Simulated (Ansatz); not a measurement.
# Cu (P6_3/mmc) in Ansatz: further runs

Runs on Cu. Level: PBEsol. Tasks: phonons, elastic constants.

Program: Ansatz 0.2.0. These are calculated values, not measurements. Logs are shortened: lines on timing, memory, paths and dates and some standing lists are left out, and cuts for length are marked.

### 1 The structure

Symmetry: P6_3/mmc, No. 194, hexagonal system. The conventional cell has a = 2.534 Å, b = 2.534 Å, c = 4.113 Å, α = 90.00°, β = 90.00°, γ = 120.00°. Cu (site symmetry -6m2) is surrounded by 12 Cu at 2.52 to 2.53 Å.

This isn't the form of Cu at room conditions, which is fcc.

### 2 Phonons, PBEsol

File input.yaml:

```yaml
crystal:
  lattice:
    - [2.5340966698, 0.0, 0.0]
    - [-1.2670483349, 2.1945920917, 0.0]
    - [0.0, 0.0, 4.112571]
  atoms:
    - { symbol: Cu, position: [0.6666666667, 0.3333333333, 0.75] }
    - { symbol: Cu, position: [0.3333333333, 0.6666666667, 0.25] }
hamiltonian:
  xc: pbesol
  pseudopotentials: { kind: paw }
kpoints:
  mp_grid: { grid: [9, 9, 5] }
scf:
  occupations: { method: fermi_dirac, width: 0.05 }
phonons:
  method: dfpt
```

Potentials or basis: Ansatz PAW.

Started as:

```bash
ansatz run input.yaml --threads 2 --pin off --max-ram 5632MiB --backend cpu --events-out ev --progress --plain --runs-dir out
```

The log of the run:

```text
Warning: RAYON_NUM_THREADS=2 ignored (pool sized by the plan → 2); use --threads N
zone centre: on kpoints.mp_grid the ground state, and the responses unless they are solved on pairs of k-points, stand on 75 of the mesh's 405 k-points, reduced under 4 symmetry operations, with k and −k counted as one. Each operation leaves every solved displacement unchanged or reverses it
Engine: ansatz 0.2.0, x86_64-unknown-linux-gnu
Pseudopotentials: kind: paw
Pseudopotential: Cu, paw, valence charge 19, recommended cutoff 420 eV (normal), Cu.paw.azcp
Functional definition: PBEsol
  exchange = pbesol_x
  correlation = pbesol_c
Crystal: 2 atoms, lattice volume = 22.871 Å³
Basis set: ecut = 420 eV, 451 PW (Γ), exchange–correlation on 36×36×60 points (8 copies of the dense FFT grid, shifted against one another)
Bands: 23, of which v1, the nominal top of the filled ones, is band 19 counted from 1 (18 counted from 0)
Symmetry: 24 space group operations
k-points: 75 of 405 (irreducible under 4 space group operations, time reversal used)
Non-local potential: Cu, projectors of the file, l = 0: 3, l = 1: 2, l = 2: 3, l = 3: 1
PAW form: soft (Blöchl's): semilocal exchange-correlation on the pseudo side does not see the compensation charge
PAW frozen core: Cu, regenerated for the run's functional, and the local potential with it (the file was generated under x = pbe(κ = 0.804, μ = 0.2195149727645171), c = pbe(β = 0.06672455060314922))
PAW one-centre angular grid: Cu, 590 points (default); XC on 64 Gauss nodes
Initial density: superposition of atomic densities (neutral atoms: chi_scale 0, normalization atom), corrected by the library's trained network
Initial wavefunctions: pseudopotential atomic-orbital guess
Functional: x = pbesol(κ = 0.804, μ = 0.12345679012345678), c = pbesol(β = 0.046)
SCF iter   1: F=—  HF=-13177.578101 eV  |F-HF|=—  |Δ(HF+E_count)|=         —  Δρ=2.08e-2  dr2=5.07e-2  ethr=1.77e-3  ⟨swp⟩=5.5  Hψ=6530  notcnv=0
preconditioner: auto → none  [insulator: Δε(μ)=0.156 eV  Ē_g=11.005 eV  σ=0.050 eV  W_gap=0.65  n_scr=8 (ndim 8)  ℏωp=36.4 eV  f_vac=0.000  D(μ)=0.27/eV (n_scr^D=0)  ε∞_Penn≈12.0]
SCF iter   2: F=—  HF=-13177.566471 eV  |F-HF|=—  |Δ(HF+E_count)|=   1.16e-2  Δρ=1.60e-3  dr2=2.98e-4  ethr=1.33e-4  ⟨swp⟩=2.1  Hψ=3253  notcnv=0  defer=3
SCF iter   3: F=—  HF=-13177.566307 eV  |F-HF|=—  |Δ(HF+E_count)|=   1.64e-4  Δρ=1.06e-3  dr2=9.06e-5  ethr=7.84e-7  ⟨swp⟩=2.0  Hψ=3107  notcnv=0  defer=3
SCF iter   4: F=—  HF=-13177.566356 eV  |F-HF|=—  |Δ(HF+E_count)|=   4.90e-5  Δρ=4.88e-5  dr2=1.66e-7  ethr=2.38e-7  ⟨swp⟩=1.0  Hψ=1722  notcnv=0  defer=3
SCF iter   5: F=—  HF=-13177.566366 eV  |F-HF|=—  |Δ(HF+E_count)|=   1.07e-5  Δρ=3.56e-6  dr2=8.42e-10  ethr=4.37e-10  ⟨swp⟩=2.0  Hψ=3149  notcnv=0  defer=3
SCF iter   6: F=—  HF=-13177.566366 eV  |F-HF|=—  |Δ(HF+E_count)|=  1.46e-11  Δρ=5.93e-7  dr2=2.97e-11  ethr=1.00e-12  ⟨swp⟩=6.2  Hψ=8881  notcnv=0
SCF iter   7: F=-13177.566366 eV  HF=-13177.566366 eV  |F-HF|=0.00e0  |Δ(HF+E_count)|=  4.00e-11  Δρ=6.80e-8  dr2=3.08e-13  ethr=1.00e-12  ⟨swp⟩=5.0  Hψ=7575  notcnv=0
SCF 1 converged in 7 iterations: F = -13177.566366 eV  dr2 = 3.08e-13
DFPT response loops at Γ: preconditioner auto → Kerker (q_TF=auto, 2.969 Å⁻¹) (partly filled bands, converged f_vac=0.000); β = 1.00, the filter's whole step (`scf.mixing.beta` (0.50) is not read by the response loops under this deck's `scf.mixing.preconditioner`; to damp them name `kerker` or `kerker_dos`, under which they read `scf.mixing.beta`, and type it under 1.00, their step now; both keys bind the ground state too); Broyden in place of MSR1
SCF converged after 7 iterations
Free energy (F): -13177.566366 eV
Harris-Foulkes:  -13177.566366 eV  (|F-HF|=0.00e0)
Internal energy: -13177.564481 eV  (E = F + TS)
E sigma→0 (E₀):  -13177.565424 eV
Entropy (-TS):   -0.001885 eV (-0.943 meV/atom)
Fermi energy:    17.427645 eV
--- Per-component energies (eV) ---
  E_band       = -698.664980
  E_kinetic    = 601.047681
  E_local      = -7981.124468  (includes V_loc(G=0)·N_el)
  E_nonlocal   = 782.542650
  E_hartree    = 3514.028067
  E_xc         = -178.589637
  E_vxc        = -231.494906  (∫ρ·V_xc dr)
  E_paw        = -3252.044401  (= ΣΔE_a)
  E_vpaw       = -897.692610  (= ΣTr[D̂ρ^β])
  E_aug_tail   = 0.000513  (compensation charges beyond the density's cutoff)
  E_ewald      = -6663.837290
  E_core_change = 0.412404  (= ΣΔE_core)
  E_smearing   = -0.001885  (= −TS)
  E_closure    = -0.000000  (closes the sum)
  Σ components = -13177.566366   (vs F -13177.566366, Δ=0.00e0)
--- Band table (eV; the first three rows and the last of 75) ---
  k-point 0: bands = ["-95.0320", "-95.0153", "-52.6043", "-52.5099", "-52.5099", "-52.4907", "-52.4907", "-52.4784", "7.5911", "12.0102", "14.2121", "14.2459", "14.2459", "14.4737", "14.4737", "14.7657", "14.7657", "15.5807", "15.5807", "16.1689", "21.2780", "38.7914", "39.2056"]
  k-point 1: bands = ["-95.0304", "-95.0169", "-52.5924", "-52.5080", "-52.5080", "-52.4925", "-52.4925", "-52.4905", "7.9657", "11.7427", "14.1374", "14.1878", "14.1878", "14.4004", "14.4004", "14.9255", "14.9255", "14.9426", "15.5571", "15.5571", "23.4922", "37.9061", "38.8767"]
  k-point 2: bands = ["-95.0262", "-95.0211", "-52.5611", "-52.5222", "-52.5032", "-52.5032", "-52.4973", "-52.4973", "9.0407", "10.5745", "13.9810", "14.0103", "14.1658", "14.1658", "14.2565", "14.2565", "15.2120", "15.2120", "15.4442", "15.4442", "27.7075", "32.6412", "39.1810"]
  k-point 74: bands = ["-95.0154", "-95.0131", "-52.5884", "-52.5839", "-52.5410", "-52.5358", "-52.5163", "-52.5047", "12.2689", "12.6845", "13.4999", "13.6005", "13.9783", "14.0350", "14.5658", "14.9213", "15.5540", "15.7559", "16.7467", "17.9953", "26.5429", "26.6844", "28.0923"]
--- Phonons (Γ-DFPT): 2 representative perturbations + reference, on 75 of 405 k-points (Σ response iterations 7) ---
  k mesh reduced under 4 symmetry operations, with k and −k counted as one. Each operation leaves every solved displacement unchanged or reverses it
  ASR residual: 6.632e-5 → 0.000e0 eV/Å²; symmetrization residual: 6.390e-13 eV/Å²
  ASR residual per site (eV/Å²): 6.63e-5 6.63e-5
  Γ frequencies (cm⁻¹): 0.00 0.00 0.00 118.37 118.37 260.33
  non-analytic LO–TO correction: not included (Born effective charges unavailable; polar crystals: no LO–TO splitting at Γ)
```

Run time: 2.4 s. Hardware: 2 threads of AMD EPYC 9R45 (Zen 5), shared host; peak memory 0.51 GiB.

What came out:

| Quantity | Value |
| --- | --- |
| Free energy | -13177.5664 eV |
| Band gap on the k mesh | none (metal or under the smearing width) |
| Highest phonon frequency at Γ | 260 cm⁻¹ |

Phonon frequencies in cm⁻¹ (negative: imaginary):
```tsv
q point	frequencies
(0.000, 0.000, 0.000)	0 0 0 118 118 260
```

Caveat: the PAW data sets come from PBE, with cores solved anew for the run's functional, which leaves a small shift of forces and pressure.

### 3 Elastic constants, PBEsol

Changes to input.yaml since step 2:

```diff
@@ -15,3 +15,7 @@
   occupations: { method: fermi_dirac, width: 0.05 }
-phonons:
-  method: dfpt
+output:
+  forces: true
+  stress: true
+elastic:
+  mode: relaxed_ion
+  stencil: two_point
```

Potentials or basis: Ansatz PAW.

Started as:

```bash
ansatz run input.yaml --threads 2 --pin off --max-ram 5632MiB --backend cpu --events-out ev --progress --plain --runs-dir out
```

It took 6.1 s on 2 threads of AMD EPYC 9R45 (Zen 5), shared host; peak memory 0.43 GiB.

The run converged. Its results:

| Quantity | Value |
| --- | --- |
| Free energy | -13177.5664 eV |
| Pressure | -1.7 GPa |
| Band gap on the k mesh | none (metal or under the smearing width) |
| Voigt bulk modulus | 159 GPa |

Stress tensor (GPa, compression positive):
```
-3.12  0.00  0.00
 0.00 -3.12  0.00
 0.00  0.00  1.14
```

Levels at points of the mesh, in eV from the Fermi level:
| k point | band 16 | band 17 | band 18 | band 19 | band 20 | band 21 | band 22 | band 23 |
| --- | --- | --- | --- | --- | --- | --- | --- | --- |
| (0.00, 0.00, 0.00) | -2.66 | -2.66 | -1.85 | -1.85 | -1.26 | 3.85 | 21.36 | 21.78 |

Elastic tensor in Voigt notation (GPa, in the Cartesian axes of the cell as first typed):
```
270 110  85   0   0   0
110 270  85   0   0   0
 89  89 325   0   0   0
  0   0   0  69   0   0
  0   0   0   0  69   0
  0   0   0   0   0  80
```

Caveat: elastic constants of metals need much finer meshes, so these are rough; the PAW data sets come from PBE, with cores solved anew for the run's functional, which leaves a small shift of forces and pressure.
